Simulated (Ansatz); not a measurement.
# Br: strong compression

The task here is to estimate one member of a computed series from the others.

Method: DFT PBE, with the methods named in each step, in Ansatz 0.2.0.

## The starting structure

Symmetry: Fm-3m, No. 225, cubic system. The conventional cell has a = 4.762 Å, b = 4.762 Å, c = 4.762 Å, α = 90.00°, β = 90.00°, γ = 90.00°. Around Br (site symmetry m-3m) lie 12 Br at 3.37 Å.

Coordinates:

```xyz
1
Lattice="0.0000 2.3811 2.3811 2.3811 0.0000 2.3811 2.3811 2.3811 0.0000" Properties=species:S:1:pos:R:3 pbc="T T T"
Br    0.0000    0.0000    0.0000
```

Whether this phase is the stable one at these pressures isn't tested.

Set-up of the first run:

File input.yaml:

```yaml
crystal:
  lattice:
    - [0.0, 2.381101578, 2.381101578]
    - [2.381101578, 0.0, 2.381101578]
    - [2.381101578, 2.381101578, 0.0]
  atoms:
    - { symbol: Br, position: [0.0, 0.0, 0.0] }
kpoints:
  mp_grid: { grid: [14, 14, 14] }
scf:
  occupations: { method: fermi_dirac, width: 0.05 }
hamiltonian:
  xc: pbe
  pseudopotentials: { kind: paw }
output:
  forces: true
  stress: true
relax:
  f_tol: 0.005
  max_steps: 40
  cell: {}
```

Run with:

```console
> ansatz run input.yaml --threads 1 --pin off --max-ram 2048MiB --backend cpu --events-out ev --progress --plain --runs-dir out
```

Among the steps run: Cell relaxed at zero pressure, PAW; Volume scaled by 1, PAW; Volume scaled by 0.92, PAW; Volume scaled by 0.84, PAW; Volume scaled by 0.76, PAW; Volume scaled by 0.68, PAW; Volume scaled by 0.6, PAW; Volume scaled by 0.52, PAW; Volume scaled by 0.45, PAW; Volume scaled by 0.45, PAW (source ansatz).

One table of the session follows, with a row left open; its other results are not shown here.

| method | volume over the first | volume (Å³/atom) | pressure (GPa) |
| --- | --- | --- | --- |
| PAW | 1 | 26.362 | 0.02 |
| PAW | 0.92 | ? | ? |
| PAW | 0.84 | 22.144 | 7.80 |
| PAW | 0.76 | 20.035 | 15.89 |
| PAW | 0.68 | 17.926 | 29.53 |
| PAW | 0.6 | 15.817 | 52.98 |
| PAW | 0.52 | 13.708 | 95.34 |
| PAW | 0.45 | 11.863 | 162.92 |
| PAW (source ansatz) | 0.45 | 11.863 | 162.69 |

**Question.** Estimate the row for PAW, 0.92.

As computed: volume (Å³/atom): 24.253; pressure (GPa): 2.94. In the column «volume (Å³/atom)» it lies between PAW, 0.84 (22.144) and PAW, 1 (26.362).
